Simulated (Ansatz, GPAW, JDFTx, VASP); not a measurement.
**Zr: programs and potentials compared**

```xyz
2
Lattice="3.2320 0.0000 0.0000 -1.6160 2.7990 0.0000 0.0000 0.0000 5.1470" Properties=species:S:1:pos:R:3 pbc="T T T"
Zr    1.6160    0.9330    3.8603
Zr    0.0000    1.8660    1.2868
```

Alike in all runs: task single point; functional RPBE; k mesh 9 × 9 × 5; occupations gaussian, width 0.1 eV; no spin polarisation; no spin-orbit coupling. Pressure is positive in compression and, in plane waves, holds the error of the finite cutoff.

```json
{"program and potentials": "VASP, PBE PAW files Zr_sv_GW, 550 eV", "plane-wave cutoff (eV)": "550", "notes": "potentials made for PBE", "pressure (GPa)": "2.08"}
{"program and potentials": "Ansatz, all-electron LAPW, scalar-relativistic", "plane-wave cutoff (eV)": "-", "notes": "-", "pressure (GPa)": "2.75"}
{"program and potentials": "GPAW, the program's PAW data sets (release 1.2.1) made for this functional", "plane-wave cutoff (eV)": "600", "notes": "-", "pressure (GPa)": "2.45"}
{"program and potentials": "JDFTx, PseudoDojo-SR-PBE-0.5-standard with smoothed tails", "plane-wave cutoff (eV)": "898", "notes": "potentials made for PBE", "pressure (GPa)": "2.77"}
```

The pressure spans 2.08 (VASP, PBE PAW files Zr_sv_GW, 550 eV) to 2.77 GPa (JDFTx, PseudoDojo-SR-PBE-0.5-standard with smoothed tails), with all-electron results at 2.75.

The functional is the same throughout but for its coding, so the spread measures potentials, basis and numerics; runs on potential files found faulty are left out.

All four runs put hcp Zr under compression in this cell, which lies close to the measured one, so RPBE favours a larger volume. This is the expected behaviour: its exchange enhancement rises faster with the density gradient than that of PBE, which favours inhomogeneous densities and weakens the cohesion from the 4d and 5s electrons. Because the metal is fairly stiff, pressures of this size imply only a modest expansion.

The sign is robust to the choice of program, but the magnitude is less so. JDFTx, at 2.77 GPa, nearly matches the all-electron 2.75 GPa despite its PBE potentials, whereas GPAW, with data sets made for RPBE, gives 2.45 GPa. Matching the potential to the functional therefore does not by itself decide the agreement here. The lower values from VASP and GPAW may reflect basis incompleteness, which usually reduces the pressure obtained from the stress, as well as differences between the data sets. A single pressure does not show how the expansion would divide between the basal plane and the c axis.
